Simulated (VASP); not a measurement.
Wanted: the native input for a VASP 6.6.1 run.

- Task: single point
- Functional: PBE
- Potentials or basis: VASP PAW PBE potentials, release 64 (Hf_pv, O)
- Cutoff: 520 eV
- k mesh: 5 × 5 × 5
- Occupations: gaussian, width 0.01 eV
- Spin: no spin polarisation
- Dipole correction: no
- Further INCAR settings: ALGO = Fast; EDIFF = 1e-06; NBANDS = 56

The structure of HfO2 lies in POSCAR:

```
HfO2
1.0
    5.1608939281      0.0000000000     -0.0050142914
    0.0000000000      5.2119137369      0.0000000000
   -0.8927656202      0.0000000000      5.2768136801
Hf O
4 8
Direct
    0.2757450172      0.4571242972      0.7083646545
    0.7242549828      0.9571242972      0.7916353455
    0.7242549828      0.5428757028      0.2916353455
    0.2757450172      0.0428757028      0.2083646545
    0.4491518942      0.7427914072      0.9766586342
    0.5508481058      0.2427914072      0.5233413658
    0.5508481058      0.2572085928      0.0233413658
    0.4491518942      0.7572085928      0.4766586342
    0.0671637905      0.3286905396      0.3483802576
    0.9328362095      0.8286905396      0.1516197424
    0.9328362095      0.6713094604      0.6516197424
    0.0671637905      0.1713094604      0.8483802576
```

The cell is a database's computed one.

These files were run (other wordings do the same):

INCAR

```
SYSTEM = HfO2
ALGO = Fast
EDIFF = 1E-6
ENCUT = 520
GGA = PE
ISIF = 2
ISMEAR = 0
LASPH = .True.
LCHARG = .False.
LREAL = .False.
LWAVE = .False.
NBANDS = 56
NELM = 100
PREC = Accurate
SIGMA = 0.01
```

KPOINTS

```
k-points
0
Gamma
  5 5 5
  0 0 0
```

Potentials or basis: VASP PAW PBE potentials, release 64 (Hf_pv, O).

The run is started by

```bash
$ cat potpaw_PBE.64/Hf_pv/POTCAR potpaw_PBE.64/O/POTCAR > POTCAR
$ mpirun -np 1 vasp_std > vasp.out
```

Results of the run:

```
Pressure               : -3.0 GPa
Largest force          : 0.082 eV/Å
Band gap on the k mesh : 4.05 eV, indirect (least direct gap 4.12 eV)
```

Caveat: spin-orbit coupling is left out, which moves the levels of the heavy elements; an odd mesh through Γ misses points on the zone boundary, where band edges often lie.

Run time: 6.9 min on 1 thread of Intel(R) Xeon(R) Platinum 8488C (Sapphire Rapids), with other jobs on the host, peak memory 0.38 GiB.
